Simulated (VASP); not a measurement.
# Ge: single point with PBE

Ge:

```
Ge
1.0
     0.00000    2.95852    2.95852
     2.95852    0.00000    2.95852
     2.95852    2.95852    0.00000
Ge
2
Direct
  0.00000 0.00000 0.00000
  0.25000 0.25000 0.25000
```

The cell isn't the ideal one: a relaxed cell with its volume scaled by 1.06.

| Quantity | Value |
| --- | --- |
| Program | VASP 6.6.1 |
| Task | single point |
| Functional | PBE |
| Potentials or basis | VASP PAW PBE potentials, release 64 (Ge_d) |
| Cutoff | 520 eV |
| k mesh | 4 × 4 × 4 |
| Occupations | gaussian, width 0.02 eV |
| Spin | no spin polarisation |
| Further INCAR settings | ALGO = Normal; EDIFF = 1e-07; NBANDS = 21 |

The pressure is -2.9 GPa. The band gap on the k mesh is none (metal or under the smearing width).

Levels at points of the mesh, in eV from the Fermi level:
```
           k point  band 10  band 11  band 12  band 13  band 14  band 15  band 16  band 17  band 18  band 19
(0.00, 0.00, 0.00)   -24.28   -11.63    -0.94     0.19     0.19     0.19     2.66     2.66     2.66     6.31
(0.50, 0.00, 0.00)   -24.26    -9.85    -6.87    -1.03    -1.03     0.00     3.83     3.83     7.21     9.76
(0.50, 0.50, 0.00)   -24.25    -8.24    -8.24    -2.45    -2.45     1.08     1.08     8.62     8.62    10.54
```

It took 11 s on 1 thread of AMD EPYC 7R13 Processor (Zen 3) (shared host), peak memory 0.14 GiB.

Caveat: the k mesh is coarse (spacing up to 0.46 Å⁻¹), so the values aren't converged.
